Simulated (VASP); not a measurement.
Write the native input for VASP 6.6.1 that does the following.

```yaml
Task: relaxation of cell and atoms
Functional: PBE
Dispersion: D3(BJ)
Potentials_or_basis: VASP PAW PBE potentials, release 64 (Ti_sv, Te)
Cutoff: 600 eV
k_mesh: 12 × 12 × 6
Occupations: methfessel-paxton, width 0.1 eV
Spin: no spin polarisation
Further_INCAR_settings: ALGO = Normal; EDIFF = 1e-06; IBRION = 2; EDIFFG = -0.01; NSW = 90; ISIF = 3
```

The structure of TiTe2 lies in POSCAR:

```
TiTe2
1.0
    3.7770000000      0.0000000000      0.0000000000
   -1.8885000000      3.2709779501      0.0000000000
    0.0000000000      0.0000000000      6.4980000000
Ti Te
1 2
Direct
    0.0000000000      0.0000000000      0.0000000000
    0.6666666667      0.3333333333      0.2628000000
    0.3333333333      0.6666666667      0.7372000000
```

One way to write it, as run:

INCAR

```
PREC = Accurate
ENCUT = 600
EDIFF = 1E-6
ISMEAR = 1
SIGMA = 0.1
LREAL = F
LASPH = T
NELM = 80
ALGO = Normal
ISIF = 3
LWAVE = F
LCHARG = F
GGA = PE
IVDW = 12
IBRION = 2
NSW = 90
EDIFFG = -0.01
```

KPOINTS

```
regular mesh
0
Gamma
  12 12 6
```

Potentials or basis: VASP PAW PBE potentials, release 64 (Ti_sv, Te).

Command:

```console
$ cat potpaw_PBE.64/Ti_sv/POTCAR potpaw_PBE.64/Te/POTCAR > POTCAR
$ mpirun -np 1 vasp_std > vasp.out
```

It gave:

The relaxed volume is 25.14 Å³/atom and the relaxed cell is a = 3.698 Å, b = 3.698 Å, c = 6.367 Å, α = 90.00°, β = 90.00°, γ = 120.00°. The space group after relaxing (to 0.05 Å) is P-3m1 (No. 164) and the energy gained by relaxing is 12.1 meV/atom. The ionic steps are 9. The pressure after relaxing is 0.0 GPa. The largest force after relaxing is 0.005 eV/Å. The band gap on the k mesh is none (metal or under the smearing width) and the dispersion energy per atom is -0.523 eV.

Run time: 8.9 min on 1 thread of AMD EPYC 9R45 96-Core Processor (Zen 5), on a shared host, peak memory 0.32 GiB.
